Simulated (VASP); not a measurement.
# Sb (Fm-3m) in VASP: notebook

The runs below take Sb through single point, with r2SCAN.

Program: VASP 6.6.1. These are calculated values, not measurements. Logs are shortened: lines on timing, memory, paths and dates and some standing lists are left out, and cuts for length are marked.

## Step 1: The crystal as given

The structure is cubic, space group Fm-3m (No. 225). The conventional cell has a = 4.742 Å, b = 4.742 Å, c = 4.742 Å, α = 90.00°, β = 90.00°, γ = 90.00°. Around Sb (site symmetry m-3m) lie 12 Sb at 3.35 Å.

This isn't the form of Sb at room conditions, which is rhombohedral.

## Step 2: Single point, r2SCAN

The input, INCAR:

```
PREC = Accurate
ENCUT = 450
EDIFF = 1E-5
ISMEAR = 1
SIGMA = 0.1
LREAL = F
LASPH = T
NELM = 100
ALGO = Normal
ISIF = 2
LWAVE = F
LCHARG = F
METAGGA = R2SCAN
LMIXTAU = T
NBANDS = 8
ADDGRID = F
```

The input, KPOINTS:

```
Automatic mesh
0
Gamma
  7 7 7
```

The input, POSCAR:

```
Sb
1.0
    0.0000000000      2.3712425216      2.3712425216
    2.3712425216      0.0000000000      2.3712425216
    2.3712425216      2.3712425216      0.0000000000
Sb
1
Direct
    0.0000000000      0.0000000000      0.0000000000
```

Potentials or basis: VASP PAW PBE potentials, release 64 (Sb).

The run is started by

```bash
> cat potpaw_PBE.64/Sb/POTCAR > POTCAR
> mpirun -np 1 vasp_std > vasp.out
```

OUTCAR:

```text
PREC = Accurate
   ENCUT = 450
   EDIFF = 1E-5
   ISMEAR = 1
   LREAL = F
   LASPH = T
   NELM = 100
   ISIF = 2
   METAGGA = R2SCAN

 Found     20 irreducible k-points:

 Following reciprocal coordinates:
            Coordinates               Weight
  0.000000  0.000000  0.000000      1.000000
  0.142857  0.000000  0.000000      8.000000
  0.285714  0.000000  0.000000      8.000000
  0.428571  0.000000  0.000000      8.000000
  0.142857  0.142857  0.000000      6.000000
  0.285714  0.142857  0.000000     24.000000
   k-points           NKPTS =     20   k-points in BZ     NKDIM =     20   number of bands    NBANDS=      8
   number of dos      NEDOS =    301   number of ions     NIONS =      1
   total plane-waves  NPLWV =  13824
   dimension x,y,z NGX =    24 NGY =   24 NGZ =   24
   dimension x,y,z NGXF=    48 NGYF=   48 NGZF=   48
   ions per type =               1
   NGX,Y,Z   is equivalent  to a cutoff of  11.90, 11.90, 11.90 a.u.
   NGXF,Y,Z  is equivalent  to a cutoff of  23.80, 23.80, 23.80 a.u.
 SYSTEM =  unknown system
   PREC   = accura    normal or accurate (medium, high low for compatibility)
   ISTART =      0    job   : 0-new  1-cont  2-samecut
   ICHARG =      2    charge: 1-file 2-atom 10-const
   ISPIN  =      1    spin polarized calculation?
   LNONCOLLINEAR =      F non collinear calculations
   LSORBIT =      F    spin-orbit coupling
   LASPH  =      T    aspherical Exc in radial PAW
   ENCUT  =  450.0 eV  33.07 Ry    5.75 a.u.   5.80  5.80  5.80*2*pi/ulx,y,z
   NELM   =    100;   NELMIN=  2; NELMDL= -5     # of ELM steps
   EDIFF  = 0.1E-04   stopping-criterion for ELM
   LREAL  =      F    real-space projection
   EDIFFG = 0.1E-03   stopping-criterion for IOM
   NSW    =      0    number of steps for IOM
   IBRION =     -1    ionic relax: 0-MD 1-quasi-New 2-CG
   NFREE  =      0    steps in history (QN), initial steepest desc. (CG)
   ISIF   =      2    stress and relaxation
   ISYM   =      2    0-nonsym 1-usesym 2-fastsym
   POTIM  = 0.5000    time-step for ionic-motion
   TEBEG  =    0.0;   TEEND  =   0.0 temperature during run
   PSTRESS=    0.0 pullay stress
   NELECT =       5.0000    total number of electrons
   NUPDOWN=      -1.0000    fix difference up-down
   EMIN   =  10.00;   EMAX   =-10.00  energy-range for DOS
   EFERMI =   0.00;   METHOD = LEGACY
   ISMEAR =     1;   SIGMA  =   0.10  broadening in eV -4-tet -1-fermi 0-gaus
   EFERMI_NEDOS =   21; number of points for ismear=-14 and -15
   IALGO  =     38    algorithm
   IMIX   =      4    mixing-type and parameters
     AMIX     =   0.40;   BMIX     =  1.00
     AMIX_MAG =   1.60;   BMIX_MAG =  1.00
  volume/ion in A,a.u.               =      26.67       179.95
  Fermi-wavevector in a.u.,A,eV,Ry     =   0.937013  1.770697 11.945820  0.877993
  Thomas-Fermi vector in A             =   2.064081
   LORBIT       =      0    0 simple, 1 ext, 2 COOP (PROOUT), +10 PAW based schemes
   METAGGA = R2SCAN    functional components
   LHFCALC =     F    Hartree Fock is set to
   AEXX    =    0.0000 exact exchange contribution
   IVDW    =     0    specifies the selected vdW correction
   LEPSILON=     F    determine dielectric tensor
   LRPA    =     F    only Hartree local field effects (RPA)
 non-spin polarized calculation
 Methfessel and Paxton  Order N= 1 SIGMA  =   0.10
  energy-cutoff  :      450.00
  volume of cell :       26.67
 maximum number of plane-waves:       592
   NGX = 11   NGY = 11   NGZ = 11

 number of electron       5.0000000 magnetization

 Free energy of the ion-electron system (eV)
  ---------------------------------------------------
  ext. energy  EPLUGINS =         0.00000000
  ---------------------------------------------------
  free energy    TOTEN  =       -25.21045162 eV

  energy without entropy =      -25.20576948  energy(sigma->0) =      -25.20889091

 E-fermi :   8.3372     XC(G=0): -10.8869

 val. band max:        8.3362032860   @ k =   0.4286   0.2857   0.0000
 cond. band min:       8.3564020680   @ k =   0.2857   0.1429   0.0000
 fundamental gap:      0.0201987820
 Fermi energy:         8.3372304418

 k-point     1 :       0.0000    0.0000    0.0000
  band No.  band energies     occupation
      1      -5.0759      2.00000
      2      14.2986      0.00000
      3      14.2986      0.00000
      4      14.2986      0.00000
      5      19.0340      0.00000
      6      19.0340      0.00000
      7      19.0340      0.00000
      8      19.6149      0.00000

 k-point     2 :       0.1429    0.0000    0.0000
  band No.  band energies     occupation
      1      -4.6440      2.00000
      2      11.1821      0.00000
      3      13.7882      0.00000
      4      13.7882      0.00000
      5      17.8573      0.00000
      6      19.7902      0.00000
      7      19.7902      0.00000
      8      21.8870      0.00000

 k-point     3 :       0.2857    0.0000    0.0000
  band No.  band energies     occupation
      1      -3.3741      2.00000
      2       6.7019      2.00000
      3      12.9892      0.00000
      4      12.9892      0.00000
      5      17.3929      0.00000
      6      19.1958      0.00000
      7      19.1958      0.00000
      8      20.6893      0.00000

 k-point     4 :       0.4286    0.0000    0.0000
  band No.  band energies     occupation
      1      -1.5199      2.00000
      2       3.1137      2.00000
      3      12.5139      0.00000
      4      12.5139      0.00000
      5      17.3859      0.00000
      6      18.2852      0.00000
      7      18.2852      0.00000
      8      19.3125      0.00000

 k-point     5 :       0.1429    0.1429    0.0000
  band No.  band energies     occupation
      1      -4.4995      2.00000
      2      12.3838      0.00000
      3      12.5283      0.00000
      4      12.5283      0.00000
      5      16.4161      0.00000
      6      18.9799      0.00000
      7      21.3104      0.00000
      8      21.3104      0.00000

 k-point     6 :       0.2857    0.1429    0.0000
  band No.  band energies     occupation
      1      -3.5044      2.00000
      2       8.3564      0.68203
      3      11.5543      0.00000
      4      11.9364      0.00000
      5      16.3469      0.00000
      6      18.0640      0.00000
      7      21.3851      0.00000
      8      21.6979      0.00000

 [... further k-points ...]

------------------------ aborting loop because EDIFF is reached ----------------------------------------

  FORCE on cell =-STRESS in cart. coord.  units (eV):
  Direction    XX          YY          ZZ          XY          YZ          ZX
  --------------------------------------------------------------------------------------
  -------------------------------------------------------------------------------------
  Total       -0.0179466     -0.0179466     -0.0179466     -0.0000000     -0.0000000      0.0000000
  in kB       -1.0782860     -1.0782860     -1.0782860     -0.0000000     -0.0000000      0.0000000
  external PRESSURE =      -1.0782860 kB  Pullay stress =       0.0000000 kB

 VOLUME and BASIS-vectors are now :
 -----------------------------------------------------------------------------
  energy-cutoff  :      450.00
  volume of cell :       26.67
      direct lattice vectors                 reciprocal lattice vectors
     0.000000000  2.371242522  2.371242522    -0.210859916  0.210859916  0.210859916
     2.371242522  0.000000000  2.371242522     0.210859916 -0.210859916  0.210859916
     2.371242522  2.371242522  0.000000000     0.210859916  0.210859916 -0.210859916

 POSITION                                       TOTAL-FORCE (eV/Angst)
 -----------------------------------------------------------------------------------
      0.00000      0.00000      0.00000         0.000000      0.000000      0.000000
 -----------------------------------------------------------------------------------
    total drift:                               -0.000000      0.000000     -0.000000

  FREE ENERGIE OF THE ION-ELECTRON SYSTEM (eV)
  ---------------------------------------------------
  free  energy   TOTEN  =       -25.2104516182 eV

  energy  without entropy=      -25.2057694816  energy(sigma->0) =      -25.20889091
```

It took 7.1 s on 1 thread of Intel Xeon 6975P-C (Granite Rapids), shared host; peak memory 0.14 GiB.

The run converged, but some of its settings lie outside the range that counts as converged, so its numbers aren't taken as properties of the crystal.

Results:

| Quantity | Value |
| --- | --- |
| Free energy | -25.2105 eV |
| Pressure | -0.1 GPa |
| Band gap on the k mesh | none (metal or under the smearing width) |

Caveat: the PAW data sets were made with another functional, which shifts forces and pressure a little.

## Step 3: Single point, r2SCAN

Edit INCAR of step 2 so:

```diff
@@ -2,3 +2,3 @@
 ENCUT = 450
-EDIFF = 1E-5
+EDIFF = 1E-6
 ISMEAR = 1
@@ -15,2 +15,2 @@
 NBANDS = 8
-ADDGRID = F
+ADDGRID = T
```

KPOINTS is that of step 2.

POSCAR is that of step 2.

Potentials or basis: VASP PAW PBE potentials, release 64 (Sb).

The run is started by

```bash
> cat potpaw_PBE.64/Sb/POTCAR > POTCAR
> mpirun -np 1 vasp_std > vasp.out
```

It took 10 s on 1 thread of Intel Xeon 6975P-C (Granite Rapids), shared host; peak memory 0.21 GiB.

The run converged, but some of its settings lie outside the range that counts as converged, so its numbers aren't taken as properties of the crystal.

Results:

```yaml
Free_energy: -25.2105 eV
Pressure: -0.1 GPa
Band_gap_on_the_k_mesh: none (metal or under the smearing width)
```

Caveat: the PAW data sets were made with another functional, which shifts forces and pressure a little.

## Step 4: Single point, r2SCAN

Edit INCAR of step 3 so:

```diff
@@ -6,3 +6,3 @@
 LREAL = F
-LASPH = T
+LASPH = F
 NELM = 100
@@ -15,2 +15,2 @@
 NBANDS = 8
-ADDGRID = T
+ADDGRID = F
```

KPOINTS is that of step 3.

POSCAR is that of step 3.

Potentials or basis: VASP PAW PBE potentials, release 64 (Sb).

The run is started by

```bash
> cat potpaw_PBE.64/Sb/POTCAR > POTCAR
> mpirun -np 1 vasp_std > vasp.out
```

OUTCAR:

```text
PREC = Accurate
   ENCUT = 450
   EDIFF = 1E-6
   ISMEAR = 1
   LREAL = F
   LASPH = F
   NELM = 100
   ISIF = 2
   METAGGA = R2SCAN
     LASPH = .TRUE.)

 Found     20 irreducible k-points:

 Following reciprocal coordinates:
            Coordinates               Weight
  0.000000  0.000000  0.000000      1.000000
  0.142857  0.000000  0.000000      8.000000
  0.285714  0.000000  0.000000      8.000000
  0.428571  0.000000  0.000000      8.000000
  0.142857  0.142857  0.000000      6.000000
[... 139 lines left out ...]
      8      21.6979      0.00000

 [... further k-points ...]

------------------------ aborting loop because EDIFF is reached ----------------------------------------

  FORCE on cell =-STRESS in cart. coord.  units (eV):
  Direction    XX          YY          ZZ          XY          YZ          ZX
  --------------------------------------------------------------------------------------
  -------------------------------------------------------------------------------------
  Total       -0.0158114     -0.0158114     -0.0158114      0.0000000      0.0000000     -0.0000000
  in kB       -0.9500006     -0.9500006     -0.9500006      0.0000000      0.0000000     -0.0000000
  external PRESSURE =      -0.9500006 kB  Pullay stress =       0.0000000 kB

 VOLUME and BASIS-vectors are now :
 -----------------------------------------------------------------------------
  energy-cutoff  :      450.00
  volume of cell :       26.67
      direct lattice vectors                 reciprocal lattice vectors
     0.000000000  2.371242522  2.371242522    -0.210859916  0.210859916  0.210859916
     2.371242522  0.000000000  2.371242522     0.210859916 -0.210859916  0.210859916
     2.371242522  2.371242522  0.000000000     0.210859916  0.210859916 -0.210859916

 POSITION                                       TOTAL-FORCE (eV/Angst)
 -----------------------------------------------------------------------------------
      0.00000      0.00000      0.00000         0.000000      0.000000      0.000000
 -----------------------------------------------------------------------------------
    total drift:                                0.000000     -0.000000     -0.000000

  FREE ENERGIE OF THE ION-ELECTRON SYSTEM (eV)
  ---------------------------------------------------
  free  energy   TOTEN  =       -25.2104515857 eV

  energy  without entropy=      -25.2057694081  energy(sigma->0) =      -25.20889086
```

OSZICAR:

```text
N       E                     dE             d eps       ncg     rms          rms(c)
DAV:   1    -0.168156839778E+02   -0.16816E+02   -0.18040E+03   328   0.383E+02
DAV:   2    -0.257393986103E+02   -0.89237E+01   -0.87406E+01   448   0.529E+01
DAV:   3    -0.258291552925E+02   -0.89757E-01   -0.89407E-01   392   0.610E+00
DAV:   4    -0.258294453933E+02   -0.29010E-03   -0.29010E-03   464   0.412E-01
DAV:   5    -0.258294460199E+02   -0.62657E-06   -0.62659E-06   432   0.115E-02    0.147E+00
DAV:   6    -0.250861347208E+02    0.74331E+00   -0.10465E-01   344   0.255E+00    0.922E-01
DAV:   7    -0.252685426051E+02   -0.18241E+00   -0.94444E-02   328   0.227E+00    0.163E-01
DAV:   8    -0.252100990482E+02    0.58444E-01   -0.44549E-02   344   0.150E+00    0.839E-02
DAV:   9    -0.252093124658E+02    0.78658E-03   -0.46434E-04   408   0.175E-01    0.118E-01
DAV:  10    -0.252094352413E+02   -0.12278E-03   -0.75488E-04   344   0.208E-01    0.486E-02
DAV:  11    -0.252103912556E+02   -0.95601E-03   -0.69939E-04   384   0.224E-01    0.251E-02
DAV:  12    -0.252104076946E+02   -0.16439E-04   -0.14550E-05   400   0.329E-02    0.247E-02
DAV:  13    -0.252103800590E+02    0.27636E-04   -0.32357E-06   424   0.161E-02    0.290E-02
DAV:  14    -0.252104497495E+02   -0.69690E-04   -0.71074E-05   328   0.733E-02    0.197E-03
DAV:  15    -0.252104508815E+02   -0.11321E-05   -0.25268E-06   448   0.145E-02    0.328E-03
DAV:  16    -0.252104515857E+02   -0.70420E-06   -0.11514E-07   176   0.265E-03
   1 F= -.25210452E+02 E0= -.25208891E+02  d E =-.468218E-02
```

stdout:

```text
POSCAR found type information on POSCAR Sb
 POSCAR found :  1 types and       1 ions
 scaLAPACK will be used
 -----------------------------------------------------------------------------
|                                                                             |
|                                                                             |
|     You enforced a specific xc type in the INCAR file but a different       |
|     I HOPE YOU KNOW WHAT YOU ARE DOING!                                     |
|                                                                             |
 -----------------------------------------------------------------------------

 LDA part: xc-table for (None), standard interpolation
 POSCAR, INCAR and KPOINTS ok, starting setup
 FFT: planning ... GRIDC
 FFT: planning ... GRID_SOFT
 FFT: planning ... GRID
 WAVECAR not read
 entering main loop
```

Wall time 5.5 s (1 thread of Intel Xeon 6975P-C (Granite Rapids), shared host); peak memory 0.13 GiB.

The run converged, but some of its settings lie outside the range that counts as converged, so its numbers aren't taken as properties of the crystal.

Results:

```
Free energy            : -25.2105 eV
Pressure               : -0.1 GPa
Band gap on the k mesh : none (metal or under the smearing width)
```

Caveat: the PAW data sets were made with another functional, which shifts forces and pressure a little.

## Step 5: Single point, r2SCAN

The input, INCAR:

```
PREC = Normal
ENCUT = 450
EDIFF = 1E-4
ISMEAR = 1
SIGMA = 0.1
LREAL = Auto
LASPH = T
NELM = 100
ALGO = Normal
ISIF = 2
LWAVE = F
LCHARG = F
METAGGA = R2SCAN
LMIXTAU = T
NBANDS = 8
ADDGRID = F
```

KPOINTS is that of step 4.

POSCAR is that of step 4.

The run is started by

```bash
> cat potpaw_PBE.64/Sb/POTCAR > POTCAR
> mpirun -np 1 vasp_std > vasp.out
```

Wall time 5.1 s (1 thread of Intel Xeon 6975P-C (Granite Rapids), shared host); peak memory 0.11 GiB.

The run converged, but some of its settings lie outside the range that counts as converged, so its numbers aren't taken as properties of the crystal.

Results:

| Quantity | Value |
| --- | --- |
| Free energy | -25.2134 eV |
| Pressure | 1.4 GPa |
| Band gap on the k mesh | none (metal or under the smearing width) |

Caveat: the PAW data sets were made with another functional, which shifts forces and pressure a little.

## Step 6: Single point, r2SCAN

The input, INCAR:

```
PREC = Accurate
ENCUT = 300
EDIFF = 1E-6
ISMEAR = 1
SIGMA = 0.1
LREAL = F
LASPH = T
NELM = 100
ALGO = Normal
ISIF = 2
LWAVE = F
LCHARG = F
METAGGA = R2SCAN
LMIXTAU = T
NBANDS = 8
ADDGRID = F
```

The input, KPOINTS:

```
Automatic mesh
0
Gamma
  9 9 9
```

POSCAR is that of step 5.

Potentials or basis: VASP PAW PBE potentials, release 64 (Sb).

The run is started by

```bash
> cat potpaw_PBE.64/Sb/POTCAR > POTCAR
> mpirun -np 1 vasp_std > vasp.out
```

Wall time 9.8 s (1 thread of Intel Xeon 6975P-C (Granite Rapids), shared host); peak memory 0.12 GiB.

The run converged, but some of its settings lie outside the range that counts as converged, so its numbers aren't taken as properties of the crystal.

What came out:

```
Free energy            : -25.2166 eV
Pressure               : 1.3 GPa
Band gap on the k mesh : none (metal or under the smearing width)
```

Caveat: the PAW data sets were made with another functional, which shifts forces and pressure a little.
